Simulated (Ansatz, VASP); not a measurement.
Two plane-wave programs on PbS (Galena)

```
Pb S
1.0
     0.00000    2.92567    2.92567
     2.92567    0.00000    2.92567
     2.92567    2.92567    0.00000
Pb S
1 1
Direct
  0.00000 0.00000 0.00000
  0.50000 0.50000 0.50000
```

Alike in both runs: task single point; functional PBE; k mesh 8 × 8 × 8; occupations fermi-dirac, width 0.05 eV; no spin polarisation.

```csv
,VASP,Ansatz
version,VASP 6.6.1,Ansatz 0.2.0
potentials or method,"VASP PAW PBE potentials, release 64 (Pb_d, S)",Ansatz PAW soft_1
plane-wave cutoff (eV),520,420
valence electrons in the cell,20,20
```

VASP gave:

```
gap on the k mesh at the Fermi level (eV) : 0.20
least direct gap on the mesh (eV)         : 0.20
pressure (GPa)                            : 4.9
```

Problem. What did Ansatz give for the same quantities?

Solution. gap on the k mesh at the Fermi level (eV): 0.21; least direct gap on the mesh (eV): 0.21; pressure (GPa): 5.0.

Caveats: spin-orbit coupling is left out, which as a rule narrows the gap of such compounds by several tenths of an eV.
